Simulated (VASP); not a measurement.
# CdSe (P6_3mc) in VASP: relaxation of the atoms with r2SCAN

Aim: the relaxation of the atoms of CdSe with r2SCAN.

Program: VASP 6.6.1. These are calculated values, not measurements. Logs are shortened: lines on timing, memory, paths and dates and some standing lists are left out, and cuts for length are marked.

**Measured values to compare with.**

A printed reference work, data compilation reports, for a bulk crystal of CdSe at 2 K: band gap 1.841 eV.

The runs below are set against these values where they give the same quantity.

### Step 1. The cell of the first run

It takes space group P6_3mc (No. 186, hexagonal). Conventional cell: a = 4.341 Å, b = 4.341 Å, c = 7.077 Å, α = 90.00°, β = 90.00°, γ = 120.00°. Cd (site symmetry 3m) has 4 Se at 2.66 Å within 3.5 Å. Within 3.5 Å of Se (site symmetry 3m) lie 4 Cd at 2.66 Å.

### Step 2. Relaxation of the atoms, r2SCAN

POSCAR reads:

```
CdSe
1.0
    4.3406509600      0.0000000000      0.0000000000
   -2.1703254800      3.7591140000      0.0000000000
    0.0000000000      0.0000000000      7.0769663300
Cd Se
2 2
Direct
    0.3333333300      0.6666666700      0.0045324400
    0.6666666700      0.3333333300      0.5045324400
    0.3333333300      0.6666666700      0.3804675600
    0.6666666700      0.3333333300      0.8804675600
```

INCAR.step1 reads:

```
SYSTEM = CdSe
  PREC = Accurate
  ENCUT = 520
  ISMEAR = -1
  SIGMA = 0.02
  LREAL = .FALSE.
  LASPH = .TRUE.
  NELM = 80
  GGA = PE
  ALGO = Normal
  EDIFF = 1E-4
  LWAVE = .TRUE.
  LCHARG = .FALSE.
```

INCAR.step2 reads:

```
SYSTEM = CdSe
  PREC = Accurate
  ENCUT = 520
  EDIFF = 1E-6
  ISMEAR = -1
  SIGMA = 0.02
  LREAL = .FALSE.
  LASPH = .TRUE.
  NELM = 80
  ALGO = Normal
  ISIF = 2
  LWAVE = .FALSE.
  LCHARG = .FALSE.
  METAGGA = R2SCAN
  LMIXTAU = .TRUE.
  IBRION = 2
  NSW = 50
  EDIFFG = -0.01
  ISTART = 1
```

KPOINTS reads:

```
Automatic mesh
0
G
  6 6 4
  0 0 0
```

Potentials or basis: VASP PAW PBE potentials, release 64 (Cd, Se).

On the command line:

```sh
> cat potpaw_PBE.64/Cd/POTCAR potpaw_PBE.64/Se/POTCAR > POTCAR
> cp INCAR.step1 INCAR
> mpirun -np 1 vasp_std > vasp.out
> cp INCAR.step2 INCAR
> mpirun -np 1 vasp_std > vasp.out
```

OUTCAR:

```text
SYSTEM = CdSe
   PREC = Accurate
   ENCUT = 520
   EDIFF = 1E-6
   ISMEAR = -1
   LREAL = .FALSE.
   LASPH = .TRUE.
   NELM = 80
   ISIF = 2
   METAGGA = R2SCAN
   IBRION = 2
   NSW = 50
   EDIFFG = -0.01
   ISTART = 1

 ion  position               nearest neighbor table
   1  0.333  0.667  0.005-   4 2.66   4 2.66   4 2.66   3 2.66
   2  0.667  0.333  0.505-   3 2.66   3 2.66   3 2.66   4 2.66
   3  0.333  0.667  0.380-   2 2.66   2 2.66   2 2.66   1 2.66
   4  0.667  0.333  0.880-   1 2.66   1 2.66   1 2.66   2 2.66

  LATTYP: Found a hexagonal cell.
 ALAT       =     4.3406509600
 C/A-ratio  =     1.6303928593

  Lattice vectors:

 A1 = (   4.3406509600,   0.0000000000,   0.0000000000)
 A2 = (  -2.1703254800,   3.7591140000,   0.0000000000)
 A3 = (   0.0000000000,   0.0000000000,   7.0769663300)

Analysis of symmetry for initial positions (statically):
=====================================================================
 Subroutine PRICEL returns:
 Original cell was already a primitive cell.

 Routine SETGRP: Setting up the symmetry group for a
 hexagonal supercell.

 Subroutine GETGRP returns: Found 12 space group operations
 (whereof  6 operations were pure point group operations)
 out of a pool of 24 trial point group operations.

The static configuration has the point symmetry C_3v.
 The point group associated with its full space group is C_6v.

Analysis of symmetry for dynamics (positions and initial velocities):
=====================================================================
 Subroutine PRICEL returns:
 Original cell was already a primitive cell.

 Routine SETGRP: Setting up the symmetry group for a
 hexagonal supercell.

 Subroutine GETGRP returns: Found 12 space group operations
 (whereof  6 operations were pure point group operations)
 out of a pool of 24 trial point group operations.

The dynamic configuration has the point symmetry C_3v.
 The point group associated with its full space group is C_6v.

 Subroutine INISYM returns: Found 12 space group operations
 (whereof  6 operations are pure point group operations),
 and found     1 'primitive' translations

----------------------------------------------------------------------------------------

                                     Primitive cell

  volume of cell :     115.4749

  direct lattice vectors                    reciprocal lattice vectors
[... 87 lines left out ...]
   EDIFF  = 0.1E-05   stopping-criterion for ELM
   LREAL  =      F    real-space projection
   EDIFFG = -.1E-01   stopping-criterion for IOM
   NSW    =     50    number of steps for IOM
   IBRION =      2    ionic relax: 0-MD 1-quasi-New 2-CG
   NFREE  =      1    steps in history (QN), initial steepest desc. (CG)
   ISIF   =      2    stress and relaxation
   ISYM   =      2    0-nonsym 1-usesym 2-fastsym
   POTIM  = 0.5000    time-step for ionic-motion
   TEBEG  =    0.0;   TEEND  =   0.0 temperature during run
   PSTRESS=    0.0 pullay stress
   NELECT =      36.0000    total number of electrons
   NUPDOWN=      -1.0000    fix difference up-down
   EMIN   =  10.00;   EMAX   =-10.00  energy-range for DOS
   EFERMI =   0.00;   METHOD = LEGACY
   ISMEAR =    -1;   SIGMA  =   0.02  broadening in eV -4-tet -1-fermi 0-gaus
   EFERMI_NEDOS =   21; number of points for ismear=-14 and -15
   IALGO  =     38    algorithm
   IMIX   =      4    mixing-type and parameters
     AMIX     =   0.40;   BMIX     =  1.00
     AMIX_MAG =   1.60;   BMIX_MAG =  1.00
  volume/ion in A,a.u.               =      28.87       194.82
  Fermi-wavevector in a.u.,A,eV,Ry     =   1.110060  2.097709 16.765554  1.232233
  Thomas-Fermi vector in A             =   2.246607
   LORBIT       =      0    0 simple, 1 ext, 2 COOP (PROOUT), +10 PAW based schemes
   METAGGA = R2SCAN    functional components
   LHFCALC =     F    Hartree Fock is set to
   AEXX    =    0.0000 exact exchange contribution
   IVDW    =     0    specifies the selected vdW correction
   LEPSILON=     F    determine dielectric tensor
   LRPA    =     F    only Hartree local field effects (RPA)
 conjugate gradient relaxation of ions
 non-spin polarized calculation
  energy-cutoff  :      520.00
  volume of cell :      115.47
 maximum number of plane-waves:      3128
   NGX = 17   NGY = 17   NGZ = 27

 number of electron      35.9999987 magnetization

 Free energy of the ion-electron system (eV)
  ---------------------------------------------------
  ext. energy  EPLUGINS =         0.00000000
  ---------------------------------------------------
  free energy    TOTEN  =       -71.82980954 eV

  energy without entropy =      -71.82980954  energy(sigma->0) =      -71.82980954

 E-fermi :   0.9030     XC(G=0):  -9.2962

 val. band max:        0.4435506252   @ k =   0.0000   0.0000   0.0000
 cond. band min:       1.5370053131   @ k =   0.0000   0.0000   0.0000
 fundamental gap:      1.0934546879
 Fermi energy:         0.9029958298

 k-point     1 :       0.0000    0.0000    0.0000
  band No.  band energies     occupation
      1     -12.4337      2.00000
      2     -12.0713      2.00000
      3      -7.6327      2.00000
      4      -7.6266      2.00000
      5      -7.6266      2.00000
      6      -7.5581      2.00000
[... 514 lines left out ...]
     21       6.5670      0.00000
     22       6.5670      0.00000

------------------------ aborting loop because EDIFF is reached ----------------------------------------

  FORCE on cell =-STRESS in cart. coord.  units (eV):
  Direction    XX          YY          ZZ          XY          YZ          ZX
  --------------------------------------------------------------------------------------
  -------------------------------------------------------------------------------------
  Total        0.1729536      0.1729536      0.1748082      0.0000000      0.0000000      0.0000000
  in kB        2.3996768      2.3996768      2.4254085      0.0000000      0.0000000      0.0000000
  external PRESSURE =       2.4082541 kB  Pullay stress =       0.0000000 kB

 VOLUME and BASIS-vectors are now :
 -----------------------------------------------------------------------------
  energy-cutoff  :      520.00
  volume of cell :      115.47
      direct lattice vectors                 reciprocal lattice vectors
     4.340650960  0.000000000  0.000000000     0.230380192  0.133010066  0.000000000
    -2.170325480  3.759114000  0.000000000     0.000000000  0.266020131  0.000000000
     0.000000000  0.000000000  7.076966330     0.000000000  0.000000000  0.141303484

 POSITION                                       TOTAL-FORCE (eV/Angst)
 -----------------------------------------------------------------------------------
     -0.00000      2.50608      0.03208        -0.000000      0.000000      0.000784
      2.17033      1.25304      3.57056         0.000000      0.000000      0.000784
     -0.00000      2.50608      2.69256        -0.000000      0.000000     -0.000784
      2.17033      1.25304      6.23104        -0.000000     -0.000000     -0.000784
 -----------------------------------------------------------------------------------
    total drift:                               -0.000013      0.000007      0.002977

  FREE ENERGIE OF THE ION-ELECTRON SYSTEM (eV)
  ---------------------------------------------------
  free  energy   TOTEN  =       -71.8298095421 eV

  energy  without entropy=      -71.8298095421  energy(sigma->0) =      -71.82980954

 reached required accuracy - stopping structural energy minimisation
```

OSZICAR.step1:

```text
N       E                     dE             d eps       ncg     rms          rms(c)
DAV:   1     0.243767692334E+03    0.24377E+03   -0.17260E+04   924   0.147E+03
DAV:   2     0.185860708986E+01   -0.24191E+03   -0.23616E+03  1020   0.347E+02
DAV:   3    -0.116049764879E+02   -0.13464E+02   -0.13400E+02  1128   0.817E+01
DAV:   4    -0.117276785708E+02   -0.12270E+00   -0.12266E+00  1008   0.762E+00
DAV:   5    -0.117287395972E+02   -0.10610E-02   -0.10610E-02  1122   0.650E-01    0.833E+00
DAV:   6    -0.110021612186E+02    0.72658E+00   -0.16559E+00  1076   0.127E+01    0.659E+00
DAV:   7    -0.109704356305E+02    0.31726E-01   -0.58909E-01  1038   0.425E+00    0.263E+00
DAV:   8    -0.109690562632E+02    0.13794E-02   -0.65447E-02   978   0.285E+00    0.366E-01
DAV:   9    -0.109688587310E+02    0.19753E-03   -0.10170E-02  1050   0.129E+00    0.126E-01
DAV:  10    -0.109689749300E+02   -0.11620E-03   -0.10589E-03  1020   0.400E-01    0.781E-02
DAV:  11    -0.109690988992E+02   -0.12397E-03   -0.32121E-04   804   0.127E-01    0.247E-02
DAV:  12    -0.109690680478E+02    0.30851E-04   -0.11906E-04   588   0.127E-01
   1 F= -.10969068E+02 E0= -.10969068E+02  d E =-.328530E-08
```

Wall time 6.6 min (1 thread of AMD EPYC, shared host); peak memory 0.23 GiB.

What came out:

```yaml
Free_energy: -71.8298 eV
Pressure_after_relaxing: 0.2 GPa
Band_gap_on_the_k_mesh: 1.09 eV
```

Final structure:
```
Cd Se
1.0
     4.34065    0.00000    0.00000
    -2.17033    3.75911    0.00000
     0.00000    0.00000    7.07697
Cd Se
2 2
Direct
  0.33333 0.66667 0.00453
  0.66667 0.33333 0.50453
  0.33333 0.66667 0.38047
  0.66667 0.33333 0.88047
```

Caveat: the PAW data sets were made with another functional, which shifts forces and pressure a little.

### Step 3. Comparison with measurements

Step 2. Against the measured gap of CdSe, 1.841 eV (2 K; a printed reference work, data compilation), the calculated 1.09 eV is off by -0.75 eV. Spin-orbit coupling on Cd, Se is left out. The value is that of r2SCAN, without temperature or zero-point motion.
